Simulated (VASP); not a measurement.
# CaF2 (Fluorite) (Fm-3m) in VASP: a series of runs, part 2 of 2

VASP 6.6.1. The steps go on from the part before.

### 4 Dielectric tensor, PBE

INCAR reads:

```
SYSTEM = CaF2
PREC     = Accurate       ! precision mode
ENCUT    = 520            ! plane-wave cutoff, eV
EDIFF    = 1E-8           ! SCF threshold, eV
ISMEAR   = 0              ! smearing method
SIGMA    = 0.03           ! smearing width, eV
LREAL    = .False.        ! projectors in reciprocal space
LASPH    = .True.         ! aspherical terms in the spheres
NELM     = 80             ! most SCF steps
ALGO     = Fast           ! electronic algorithm
ISIF     = 2              ! what is computed and relaxed
LWAVE    = .False.        ! write WAVECAR
LCHARG   = .False.        ! write CHGCAR
GGA      = PE             ! functional
LEPSILON = .True.         ! dielectric tensor by DFPT
KPAR     = 2
```

KPOINTS reads:

```
Automatic mesh
0
Monkhorst
  14 14 14
  0 0 0
```

POSCAR reads:

```
CaF2                                    
1.0
    0.0000000000      2.7123156406      2.7123156406
    2.7123156406      0.0000000000      2.7123156406
    2.7123156406      2.7123156406      0.0000000000
  Ca              F             
     1     2
Direct
     0.0000000000000000    0.0000000000000000    0.0000000000000000
     0.2500000000000000    0.2500000000000000    0.2500000000000000
     0.7500000000000000    0.7500000000000000    0.7500000000000000
```

Potentials or basis: VASP PAW PBE potentials, release 64 (Ca_sv, F).

Started as:

```sh
$ cat potpaw_PBE.64/Ca_sv/POTCAR potpaw_PBE.64/F/POTCAR > POTCAR
$ mpirun -np 2 vasp_std > vasp.out
```

OUTCAR:

```text
SYSTEM = CaF2
   PREC = Accurate
   ENCUT = 520
   EDIFF = 1E-8
   ISMEAR = 0
   LREAL = .False.
   LASPH = .True.
   NELM = 80
   ISIF = 2
   GGA = PE
   LEPSILON = .True.

 ion  position               nearest neighbor table
   1  0.000  0.000  0.000-   3 2.35   3 2.35   3 2.35   2 2.35   3 2.35   2 2.35   2 2.35   2 2.35

   2  0.250  0.250  0.250-   1 2.35   1 2.35   1 2.35   1 2.35
   3  0.750  0.750  0.750-   1 2.35   1 2.35   1 2.35   1 2.35

  LATTYP: Found a face centered cubic cell.
 ALAT       =     5.4246312812

  Lattice vectors:

 A1 = (   0.0000000000,   2.7123156406,   2.7123156406)
[... 712 lines left out ...]
     0.00004  0.00000  0.00000
     0.00000  0.00004  0.00000
     0.00000 -0.00000 -0.00006

 MACROSCOPIC STATIC DIELECTRIC TENSOR (including local field effects in DFT)
 ------------------------------------------------------
           2.285353    -0.000000     0.000000
           0.000000     2.285353    -0.000000
           0.000000     0.000000     2.285353
 ------------------------------------------------------

 PIEZOELECTRIC TENSOR (including local field effects)  for field in x, y, z        (e  Angst)
          XX          YY          ZZ          XY          YZ          ZX
  --------------------------------------------------------------------------------
  x     0.00000     0.00000     0.00000     0.00000     0.00000     0.00000
  y     0.00000     0.00000     0.00000     0.00000     0.00000     0.00000
  z     0.00000     0.00000     0.00000     0.00000     0.00000     0.00000

 PIEZOELECTRIC TENSOR (including local field effects)  for field in x, y, z        (C/m^2)
          XX          YY          ZZ          XY          YZ          ZX
  --------------------------------------------------------------------------------
  x     0.00000     0.00000     0.00000     0.00000     0.00000     0.00000
  y     0.00000     0.00000     0.00000     0.00000     0.00000     0.00000
  z     0.00000     0.00000     0.00000     0.00000     0.00000     0.00000

 BORN EFFECTIVE CHARGES (including local field effects) (in |e|, cummulative output)
 ---------------------------------------------------------------------------------
 ion    1
    1     2.37034     0.00000     0.00000
    2     0.00000     2.37034     0.00000
    3     0.00000     0.00000     2.37034
 ion    2
    1    -1.18517     0.00000     0.00000
    2     0.00000    -1.18517     0.00000
    3     0.00000     0.00000    -1.18517
 ion    3
    1    -1.18517     0.00000     0.00000
    2     0.00000    -1.18517     0.00000
    3     0.00000     0.00000    -1.18517
```

OSZICAR:

```text
N       E                     dE             d eps       ncg     rms          rms(c)
DAV:   1     0.223717279453E+03    0.22372E+03   -0.14041E+04  8960   0.153E+03
DAV:   2    -0.926524215700E+01   -0.23298E+03   -0.22849E+03 11448   0.393E+02
DAV:   3    -0.182757381197E+02   -0.90105E+01   -0.90040E+01 10232   0.882E+01
[... 12 lines left out ...]
RMM:  13    -0.154363933836E+00    0.35416E-05   -0.98664E-07 56590   0.996E-04    0.179E-04
RMM:  14    -0.154364179245E+00   -0.24541E-06   -0.53248E-07 60991   0.405E-04    0.172E-04
RMM:  15    -0.154364659031E+00   -0.47979E-06   -0.26615E-07 50679   0.229E-04    0.697E-05
RMM:  16    -0.154364790598E+00   -0.13157E-06   -0.13552E-07 42954   0.120E-04    0.444E-05
RMM:  17    -0.154364930481E+00   -0.13988E-06   -0.44781E-08 35263   0.810E-05    0.102E-05
RMM:  18    -0.154364941799E+00   -0.11318E-07   -0.12517E-08 26525   0.603E-05    0.688E-06
```

stdout:

```text
[... 53 lines left out ...]
```

Run time: 33 min. Hardware: 2 MPI ranks of Intel Xeon Platinum 8488C (Sapphire Rapids), shared host; peak memory 1.1 GiB.

What came out:

```yaml
Electronic_dielectric_tensor_diagonal: 2.29
Born_charges_mean_of_the_diagonal: Ca +2.37; F -1.19 e
```

Levels at points of the mesh, in eV from the valence-band top:
```csv
k point,band 8,band 9,band 10,band 11,band 12,band 13,band 14,band 15,band 16
"(0.04, 0.04, 0.04)",-2.16,-2.15,-0.27,-0.26,-0.26,7.45,9.26,9.26,11.38
```

Electronic dielectric tensor:
```
2.29 0.00 0.00
0.00 2.29 0.00
0.00 0.00 2.29
```

Born effective charge tensors (e):
atom 1, Ca
```
2.37 0.00 0.00
0.00 2.37 0.00
0.00 0.00 2.37
```
atom 2, F
```
-1.19  0.00  0.00
 0.00 -1.19  0.00
 0.00  0.00 -1.19
```
atom 3, F
```
-1.19  0.00  0.00
 0.00 -1.19  0.00
 0.00  0.00 -1.19
```

### 5 Optical spectrum, PBE

Changes to INCAR since step 4:

```diff
@@ -3,3 +3,3 @@
 ENCUT    = 520            ! plane-wave cutoff, eV
-EDIFF    = 1E-8           ! SCF threshold, eV
+EDIFF    = 1E-7           ! SCF threshold, eV
 ISMEAR   = 0              ! smearing method
@@ -14,3 +14,6 @@
 GGA      = PE             ! functional
-LEPSILON = .True.         ! dielectric tensor by DFPT
+LOPTICS  = .True.         ! frequency-dependent dielectric function
+NBANDS   = 60             ! bands
+NEDOS    = 2000           ! points of the DOS
+CSHIFT   = 0.1          
 KPAR     = 2
```

KPOINTS reads:

```
Automatic mesh
0
Gamma
  8 8 8
  0 0 0
```

POSCAR is that of step 4.

Potentials or basis: VASP PAW PBE potentials, release 64 (Ca_sv, F).

Started as:

```sh
$ cat potpaw_PBE.64/Ca_sv/POTCAR potpaw_PBE.64/F/POTCAR > POTCAR
$ mpirun -np 2 vasp_std > vasp.out
```

OUTCAR:

```text
SYSTEM = CaF2
   PREC = Accurate
   ENCUT = 520
   EDIFF = 1E-7
   ISMEAR = 0
   LREAL = .False.
   LASPH = .True.
   NELM = 80
   ISIF = 2
   GGA = PE

 ion  position               nearest neighbor table
   1  0.000  0.000  0.000-   3 2.35   3 2.35   3 2.35   2 2.35   3 2.35   2 2.35   2 2.35   2 2.35

   2  0.250  0.250  0.250-   1 2.35   1 2.35   1 2.35   1 2.35
[... 998 lines left out ...]
     3.59096     2.46893     2.46893     2.46893    -0.00000     0.00000    -0.00000
     4.78794     2.57750     2.57750     2.57750    -0.00000     0.00000    -0.00000
     5.98493     2.76092     2.76092     2.76092    -0.00000     0.00000    -0.00000
[... 92 lines left out ...]
   117.30459     0.95589     0.95589     0.95589     0.00000    -0.00000     0.00000
   118.50157     0.95687     0.95687     0.95687     0.00000    -0.00000     0.00000

  frequency dependent IMAGINARY DIELECTRIC FUNCTION (independent particle, no local field effects) current-current
     E(ev)      X         Y         Z        XY        YZ        ZX
  --------------------------------------------------------------------------------------------------------------
     0.00000     4.53523     4.53523     4.53523     0.00000     0.00000    -0.00000
     1.19699     0.23052     0.23052     0.23052     0.00000     0.00000    -0.00000
     2.39397     0.12135     0.12135     0.12135     0.00000     0.00000    -0.00000
     3.59096     0.08881     0.08881     0.08881     0.00000     0.00000    -0.00000
     4.78794     0.07744     0.07744     0.07744     0.00000     0.00000    -0.00000
     5.98493     0.07910     0.07910     0.07910     0.00000     0.00000    -0.00000
[... 92 lines left out ...]
   117.30459     0.00001     0.00001     0.00001     0.00000    -0.00000     0.00000
   118.50157     0.00001     0.00001     0.00001     0.00000    -0.00000     0.00000

  frequency dependent      REAL DIELECTRIC FUNCTION (independent particle, no local field effects) current-current
     E(ev)        X           Y           Z          XY          YZ          ZX
  --------------------------------------------------------------------------------------------------------------
     0.00000     2.35682     2.35682     2.35682     0.00000     0.00000    -0.00000
     1.19699     2.36799     2.36799     2.36799     0.00000     0.00000    -0.00000
     2.39397     2.40327     2.40327     2.40327     0.00000     0.00000    -0.00000
     3.59096     2.46849     2.46849     2.46849     0.00000     0.00000    -0.00000
     4.78794     2.57696     2.57696     2.57696     0.00000     0.00000    -0.00000
     5.98493     2.76019     2.76019     2.76019     0.00000     0.00000    -0.00000
[... 92 lines left out ...]
   117.30459     0.95589     0.95589     0.95589    -0.00000    -0.00000     0.00000
   118.50157     0.95687     0.95687     0.95687    -0.00000    -0.00000     0.00000
```

OSZICAR:

```text
N       E                     dE             d eps       ncg     rms          rms(c)
DAV:   1     0.231236173706E+03    0.23124E+03   -0.95507E+03  3488   0.408E+02
DAV:   2    -0.590755312749E+01   -0.23714E+03   -0.21956E+03  3856   0.167E+02
DAV:   3    -0.185494626139E+02   -0.12642E+02   -0.12474E+02  4224   0.370E+01
DAV:   4    -0.186105380678E+02   -0.61075E-01   -0.61053E-01  4004   0.264E+00
DAV:   5    -0.186106407242E+02   -0.10266E-03   -0.10265E-03  3976   0.108E-01    0.799E+00
RMM:   6    -0.172949105275E+02    0.13157E+01   -0.66873E-01  3846   0.229E+00    0.285E+00
RMM:   7    -0.172887039417E+02    0.62066E-02   -0.13224E-02  4267   0.439E-01    0.176E+00
RMM:   8    -0.173093074249E+02   -0.20603E-01   -0.35178E-02  4450   0.715E-01    0.388E-01
RMM:   9    -0.173080755347E+02    0.12319E-02   -0.16118E-03  4407   0.133E-01    0.129E-01
RMM:  10    -0.173095034161E+02   -0.14279E-02   -0.45177E-04  4245   0.637E-02    0.117E-01
RMM:  11    -0.173093634361E+02    0.13998E-03   -0.15158E-04  4330   0.342E-02    0.958E-03
RMM:  12    -0.173093667341E+02   -0.32981E-05   -0.32709E-06  4522   0.675E-03    0.697E-03
RMM:  13    -0.173093693998E+02   -0.26657E-05   -0.26531E-06  4304   0.517E-03    0.216E-03
RMM:  14    -0.173093694584E+02   -0.58571E-07   -0.18987E-07  4487   0.164E-03
   1 F= -.17309369E+02 E0= -.17309369E+02  d E =-.164991E-11
 imaginary and real dielectric function
```

stdout:

```text
POSCAR found type information on POSCAR CaF
 POSCAR found :  2 types and       3 ions
 scaLAPACK will be used
 LDA part: xc-table for (Slater+PW92), standard interpolation
 POSCAR, INCAR and KPOINTS ok, starting setup
 FFT: planning ... GRIDC
 FFT: planning ... GRID_SOFT
 FFT: planning ... GRID
 WAVECAR not read
 entering main loop
 optical routines
 imaginary and real dielectric function
 recalculating local potential from charge density
 direction            1
 direction            2
 direction            3
```

Wall time 27 s (2 MPI ranks of Intel Xeon Platinum 8488C (Sapphire Rapids), shared host); peak memory 0.21 GiB.

Results:

```yaml
Free_energy: -17.3094 eV
Pressure: 4.4 GPa
Band_gap_on_the_k_mesh: 7.40 eV, indirect (least direct gap 7.66 eV)
```

Dielectric function (mean over the directions given):
```
energy (eV)  real part  imaginary part
       0.30       2.36            0.00
       1.32       2.37            0.00
       2.33       2.40            0.00
       3.35       2.45            0.01
       4.43       2.54            0.01
       5.45       2.67            0.02
       6.46       2.87            0.03
       7.54       3.34            0.10
       8.56       3.86            0.45
       9.58       5.49            1.83
      10.65       2.15            4.62
      11.67       0.52            2.81
      12.69      -0.46            1.62
      13.77       0.52            0.26
      14.78       1.28            0.45
      15.80       1.32            0.59
      16.88       1.39            0.58
      17.89       1.31            0.63
      18.91       1.64            0.61
      19.99       1.77            0.56
```

Caveat: spectra need much finer meshes, so this one isn't converged; independent-particle spectra lack excitons. A k mesh can miss the band edges.

### 6 The runs side by side

```tsv
task	level	potentials or basis	k mesh	further INCAR settings	monkhorst-Pack mesh	gap on the mesh (eV)	pressure (GPa)
band structure	LDA	VASP PAW LDA potentials, release 64 (Ca_sv, F)	8 × 8 × 8	ALGO = Fast; EDIFF = 1e-07	-	7.02	-4.5
band structure	TB-mBJ	VASP PAW PBE potentials, release 64 (Ca_sv, F)	8 × 8 × 8	ALGO = Normal; EDIFF = 1e-07	-	10.33	-
dielectric tensor	PBE	VASP PAW PBE potentials, release 64 (Ca_sv, F)	14 × 14 × 14	ALGO = Fast; EDIFF = 1e-08	yes	-	-
optical spectrum	PBE	VASP PAW PBE potentials, release 64 (Ca_sv, F)	8 × 8 × 8	ALGO = Fast; EDIFF = 1e-07; NBANDS = 60	-	7.40	4.4
```

Alike in all rows: no spin polarisation; cell as given; cutoff (eV) 520; smearing gaussian 0.03 eV.

Caveats: the PAW data sets were made with another functional, which shifts forces and pressure a little (some runs); spectra need much finer meshes, so this one isn't converged (some runs); independent-particle spectra lack excitons (some runs).

Absolute energies hang on the potentials; compare differences alone.
